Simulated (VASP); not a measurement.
# MoS2 (P6_3/mmc) in VASP: further runs, part 2 of 2

VASP 6.6.1. The steps go on from the part before.

## 3. Relaxation of cell and atoms, LDA, target pressure 13.7 GPa, at which the enthalpy is minimised

This run uses another cell than the first one, of 17.86 Å³/atom, 0.852 times its volume.

Contents of INCAR:

```
PREC = Accurate
ENCUT = 600
EDIFF = 1E-6
ISMEAR = 0
SIGMA = 0.03
LREAL = False
LASPH = True
NELM = 80
ALGO = Normal
ISIF = 3
LWAVE = False
LCHARG = False
GGA = CA
IBRION = 2
NSW = 90
EDIFFG = -0.01
PSTRESS = 137.0
KPAR = 2
```

Contents of KPOINTS:

```
regular mesh
0
Gamma
  12 12 3
```

Contents of POSCAR:

```
MoS2
1.0
    3.1690000000      0.0000000000      0.0000000000
   -1.5845000000      2.7444345046      0.0000000000
    0.0000000000      0.0000000000     12.3240000000
Mo S
2 4
Direct
    0.3333333333      0.6666666667      0.2500000000
    0.6666666667      0.3333333333      0.7500000000
    0.3333333333      0.6666666667      0.6230000000
    0.6666666667      0.3333333333      0.1230000000
    0.3333333333      0.6666666667      0.8770000000
    0.6666666667      0.3333333333      0.3770000000
```

Potentials or basis: VASP PAW LDA potentials, release 64 (Mo_sv, S).

Run with:

```bash
$ cat potpaw_LDA.64/Mo_sv/POTCAR potpaw_LDA.64/S/POTCAR > POTCAR
$ mpirun -np 2 vasp_std > vasp.out
```

Run time: 14 min. Hardware: 2 MPI ranks of AMD EPYC 7R13 (Zen 3), shared host; peak memory 0.28 GiB.

The run converged. Its results:

* Free energy: -48.4989 eV
* Relaxed volume: 14.73 Å³/atom
* Relaxed cell: a = 3.032 Å, b = 3.032 Å, c = 11.100 Å, α = 90.00°, β = 90.00°, γ = 120.00°
* Space group after relaxing (to 0.05 Å): P6_3/mmc (No. 194)
* Energy change on relaxing (the enthalpy is what falls): +65.0 meV/atom
* Ionic steps: 14
* Pressure after relaxing: 13.7 GPa
* Band gap on the k mesh: 0.09 eV, indirect (least direct gap 1.45 eV)

The path:
| step | energy change (eV) | largest force (eV/Å) | pressure (GPa) | volume (Å³) |
| --- | --- | --- | --- | --- |
| 1 | 0.0000 | 0.4650 | -5.54 | 107.18 |
| 2 | 6.2196 | 8.3716 | 94.78 | 77.22 |
| 3 | 0.1328 | 1.2841 | 11.17 | 97.66 |
| 4 | 0.1802 | 1.4217 | 12.57 | 97.05 |
| 5 | 0.1967 | 1.4673 | 13.02 | 96.86 |
| 6 | 0.2514 | 0.6703 | 13.46 | 93.25 |
| 7 | 0.3794 | 0.2609 | 13.95 | 91.35 |
| 8 | 0.3550 | 0.0786 | 13.62 | 89.35 |
| 9 | 0.4273 | 0.0989 | 13.98 | 87.95 |
| 10 | 0.4332 | 0.1096 | 14.02 | 87.88 |
| 11 | 0.3840 | 0.0507 | 13.80 | 88.43 |
| 12 | 0.3944 | 0.0147 | 13.84 | 88.30 |
| 13 | 0.3795 | 0.0322 | 13.30 | 88.48 |
| 14 | 0.3902 | 0.0016 | 13.66 | 88.35 |

Final structure:
```
CELL_PARAMETERS angstrom
3.03166 0.00000 0.00000
-1.51583 2.62549 0.00000
0.00000 0.00000 11.10003
ATOMIC_POSITIONS crystal
Mo 0.33333 0.66667 0.25000
Mo 0.66667 0.33333 0.75000
S 0.33333 0.66667 0.60904
S 0.66667 0.33333 0.10904
S 0.33333 0.66667 0.89096
S 0.66667 0.33333 0.39096
```

Levels at points of the mesh, in eV from the valence-band top:
| k point | band 24 | band 25 | band 26 | band 27 | band 28 | band 29 |
| --- | --- | --- | --- | --- | --- | --- |
| (0.00, 0.00, 0.00) | -2.18 | -0.66 | 0.00 | 1.84 | 1.89 | 1.89 |
| (0.50, 0.00, 0.00) | -2.13 | -1.84 | -1.56 | 1.59 | 1.72 | 1.72 |

Caveat: the cell is relaxed towards a set pressure, so the enthalpy falls and the energy may rise; the volume moved by over 15 % at a fixed basis, so the end points are rough; an odd mesh through Γ misses points on the zone boundary, where band edges often lie. Zero-point motion and thermal expansion aren't in these numbers.

## 4. Relaxation of cell and atoms, LDA, target pressure 13.7 GPa, at which the enthalpy is minimised

This run uses another cell than the first one, of 14.73 Å³/atom, 0.702 times its volume.

INCAR: that of step 3 with these lines changed.

```diff
@@ -2,3 +2,3 @@
 ENCUT = 600
-EDIFF = 1E-6
+EDIFF = 1E-7
 ISMEAR = 0
@@ -15,3 +15,3 @@
 NSW = 90
-EDIFFG = -0.01
+EDIFFG = -0.005
 PSTRESS = 137.0
```

KPOINTS is that of step 3.

Contents of POSCAR:

```
MoS2                                    
1.0
    3.0316604578      0.0000000000      0.0000000000
   -1.5158302289      2.6254949721      0.0000000000
   -0.0000000000      0.0000000000     11.1000348575
  Mo              S             
     2     4
Direct
     0.3333333332999970    0.6666666667000030    0.2500000000000000
     0.6666666667000030    0.3333333332999970    0.7500000000000000
     0.3333333332999970    0.6666666667000030    0.6090416387693253
     0.6666666667000030    0.3333333332999970    0.1090416387693252
     0.3333333332999970    0.6666666667000030    0.8909583612306747
     0.6666666667000030    0.3333333332999970    0.3909583612306748
```

Run with:

```bash
$ cat potpaw_LDA.64/Mo_sv/POTCAR potpaw_LDA.64/S/POTCAR > POTCAR
$ mpirun -np 2 vasp_std > vasp.out
```

Run time: 2.4 min. Hardware: 2 MPI ranks of AMD EPYC 7R13 (Zen 3), shared host; peak memory 0.22 GiB.

Results (log left out):

```
Free energy                                            : -48.4925 eV
Relaxed volume                                         : 14.72 Å³/atom
Relaxed cell                                           : a = 3.032 Å, b = 3.032 Å, c = 11.096 Å, α = 90.00°, β = 90.00°, γ = 120.00°
Space group after relaxing (to 0.05 Å)                 : P6_3/mmc (No. 194)
Energy change on relaxing (the enthalpy is what falls) : +0.3 meV/atom
Ionic steps                                            : 4
Pressure after relaxing                                : 13.7 GPa
Band gap on the k mesh                                 : 0.09 eV, indirect (least direct gap 1.45 eV)
```

Forces on the atoms (eV/Å):
```
Mo   0.000  0.000  0.000
Mo   0.000  0.000  0.000
S    0.000  0.000 -0.002
S    0.000  0.000 -0.002
S    0.000  0.000  0.002
S    0.000  0.000  0.002
```

Step by step:
```csv
step,energy change (eV),largest force (eV/Å),pressure (GPa),volume (Å³)
1,0.0000,0.0017,13.66,88.35
2,0.0038,0.0116,13.79,88.31
3,0.0016,0.0059,13.72,88.33
4,0.0018,0.0021,13.69,88.33
```

Final structure:
```xyz
6
Lattice="3.0319 0.0000 0.0000 -1.5159 2.6257 0.0000 0.0000 0.0000 11.0959" Properties=species:S:1:pos:R:3 pbc="T T T"
Mo    0.0000    1.7504    2.7740
Mo    1.5159    0.8752    8.3220
S     0.0000    1.7504    6.7576
S     1.5159    0.8752    1.2096
S     0.0000    1.7504    9.8864
S     1.5159    0.8752    4.3384
```

Levels at points of the mesh, in eV from the valence-band top:
```csv
k point,band 22,band 23,band 24,band 25,band 26,band 27,band 28,band 29,band 30,band 31
"(0.00, 0.00, 0.00)",-2.43,-2.43,-2.18,-0.66,0.00,1.83,1.83,1.89,1.89,1.97
"(0.50, 0.00, 0.00)",-3.02,-2.32,-2.13,-1.84,-1.57,1.59,1.71,1.72,2.47,2.52
```

Caveat: the cell is relaxed towards a set pressure, so the enthalpy falls and the energy may rise; an odd mesh through Γ misses points on the zone boundary, where band edges often lie. As with any semilocal functional, this LDA gap is likely too small.
